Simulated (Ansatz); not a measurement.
ZrC:

```
CELL_PARAMETERS angstrom
0.00000 2.36500 2.36500
2.36500 0.00000 2.36500
2.36500 2.36500 0.00000
ATOMIC_POSITIONS crystal
Zr 0.50000 0.50000 0.50000
C 0.00000 0.00000 0.00000
```

| Quantity | Value |
| --- | --- |
| Program | Ansatz 0.2.0 |
| Task | relaxation of cell and atoms |
| Functional | PBEsol |
| Potentials or basis | Ansatz PAW |
| Cutoff | 420 eV (not typed: the program's choice for these potentials) |
| k mesh | 10 × 10 × 10 |
| Occupations | fermi-dirac, width 0.05 eV |
| Spin | no spin polarisation |

At the start: volume 13.23 Å³/atom.

How do energy, volume and symmetry change on relaxing?

It ends after 4 steps and the volume is 12.72 Å³/atom (-3.8 %); space group Fm-3m (No. 225, to 0.05 Å).

The path:
```csv
step,energy change (eV),largest force (eV/Å),volume (Å³)
1,0.0000,0.0000,26.46
2,-0.0286,0.0000,25.51
3,-0.0288,0.0000,25.45
4,-0.0277,0.0000,25.45
```

Final structure:
```
Zr C
1.0
     0.00000    2.33458    2.33458
     2.33458    0.00000    2.33458
     2.33458    2.33458    0.00000
Zr C
1 1
Direct
  0.50000 0.50000 0.50000
  0.00000 0.00000 0.00000
```

Caveat: the plane-wave basis is chosen anew once the cell has moved, so the energies of steps on either side of that aren't comparable; the PAW data sets come from PBE, with cores solved anew for the run's functional, which leaves a small shift of forces and pressure.
